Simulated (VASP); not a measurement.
LiF, 2 atoms in the cell. It takes space group I4/mmm (No. 139, tetragonal). The conventional cell has a = 2.848 Å, b = 2.848 Å, c = 3.424 Å, α = 90.00°, β = 90.00°, γ = 90.00°. Around Li (site symmetry 4/mmm) lie 2 F at 1.71 Å. F (site symmetry 4/mmm) has 2 Li at 1.71 Å as nearest neighbours. Measurements of this composition are mostly on another form, of space group No. 225. The cell isn't the ideal one: strain -0.1500 x Voigt [1, 0, 0, 0, 0, 0], atoms carried along.

* Program: VASP 6.6.1
* Task: single point
* Functional: PBEsol
* Potentials or basis: VASP PAW PBE potentials, release 64 (Li_sv, F)
* Cutoff: 520 eV
* k mesh: 10 × 10 × 10
* Occupations: gaussian, width 0.05 eV
* Spin: no spin polarisation
* Dipole correction: no
* Further INCAR settings: ALGO = Normal; EDIFF = 1e-06; NBANDS = 12

Potentials or basis: VASP PAW PBE potentials, release 64 (Li_sv, F).

The run is started by

```sh
$ cat potpaw_PBE.64/Li_sv/POTCAR potpaw_PBE.64/F/POTCAR > POTCAR
$ mpirun -np 1 vasp_std > vasp.out
```

Hardware: 1 thread of Intel(R) Xeon(R) Platinum 8259CL CPU @ 2.50GHz (Skylake/Cascade Lake), on a shared host.

Q: Estimate the wall time of this run.

A: Run time: 9.6 s on 1 thread of Intel(R) Xeon(R) Platinum 8259CL CPU @ 2.50GHz (Skylake/Cascade Lake), with other jobs on the host, peak memory 0.13 GiB. Counts: scf iterations 13, k points 102.
